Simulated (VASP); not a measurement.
A run of VASP 6.6.1 is set up as follows.

INCAR

```
PREC = Accurate
ENCUT = 900
EDIFF = 1E-8
ISMEAR = 0
SIGMA = 0.05
LREAL = F
LASPH = T
NELM = 100
ALGO = Normal
ISIF = 2
LWAVE = F
LCHARG = F
GGA = CA
NBANDS = 31
ADDGRID = F
```

The input KPOINTS:

```
Automatic mesh
0
Gamma
  7 7 10
```

Contents of POSCAR:

```
HfO2
1.0
    4.8135329900      0.0000000000      0.0000000000
    0.0000000000      4.8135329900      0.0000000000
    0.0000000000      0.0000000000      3.2054154100
Hf O
2 4
Direct
    0.5000000000      0.5000000000      0.5000000000
    0.0000000000      0.0000000000      0.0000000000
    0.8050448800      0.1949551200      0.5000000000
    0.6949551200      0.6949551200      0.0000000000
    0.3050448800      0.3050448800      0.0000000000
    0.1949551200      0.8050448800      0.5000000000
```

Potentials or basis: VASP PAW LDA potentials, release 64 (Hf_pv, O).

Command:

```bash
$ cat potpaw_LDA.64/Hf_pv/POTCAR potpaw_LDA.64/O/POTCAR > POTCAR
$ mpirun -np 1 vasp_std > vasp.out
```

Q: What does it give for the largest force?

A: 0.079 eV/Å.

Q: Predict the pressure.

A: -5.9 GPa.

Forces in eV/Å, atoms in the order of the input:
```
Hf   0.000  0.000  0.000
Hf   0.000  0.000  0.000
O    0.056 -0.056  0.000
O   -0.056 -0.056  0.000
O    0.056  0.056  0.000
O   -0.056  0.056  0.000
```
